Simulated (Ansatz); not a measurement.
# LiCl (rocksalt): gap against strain (uniaxial along x, other directions held)

LiCl built on the rocksalt prototype, relaxed with r2SCAN in the plane-wave code Ansatz, then strained (uniaxial along x, other directions held; changes of length per length, axes as in the cell below) with the atoms relaxed again within the symmetry that is left. It is cubic, Fm-3m (No. 225); a = 5.112 Å in the conventional setting, 16.70 Å³ an atom. Around Li lie 6 Cl at 2.56 Å; around Cl lie 6 Li at 2.56 Å. (Simulation; spin polarisation is off.)

```yaml
crystal:
  lattice:
    - [0.00000, 2.55604, 2.55604]
    - [2.55604, 0.00000, 2.55604]
    - [2.55604, 2.55604, 0.00000]
  atoms:
    - { symbol: Li, position: [0.00000, 0.00000, 0.00000] }
    - { symbol: Cl, position: [0.50000, 0.50000, 0.50000] }
```

Gaps are the least over each mesh (PBE 8×8×8, r2SCAN 8×8×8, HSE06 6×6×6 when unstrained) and the special points, which keep their unstrained names; stress is the change from the unstrained cell, compression positive.

```tsv
strain (%)	gap, PBE (eV)	gap, r2SCAN (eV)	gap, HSE06 (eV)	edges, HSE06	stress along the strain, r2SCAN (GPa)	energy rise, r2SCAN (meV/atom)
-3.61	6.570	7.490	7.979	Γ	+2.75	4.8
-0.5	6.410	7.318	7.812	Γ–K (0.18) → Γ	+0.31	0.1
0.0	6.384	7.291	7.785	Γ–K (0.20) → Γ	0.00	0.0
+0.61	6.341	7.242	7.738	Γ	-0.36	0.1
```

Between zero and the nearest strains the slope of the HSE06 gap against strain is -0.054 eV per percent for negative and -0.077 for positive strain.

Where an edge lies off the special points, it is a point of the mesh or the k point where a search put PBE's edge or least direct gap, reused for the other functionals, whose own edges may lie a little apart.

The meshes of the hybrids are coarse, so their gaps aren't converged to the digits shown.
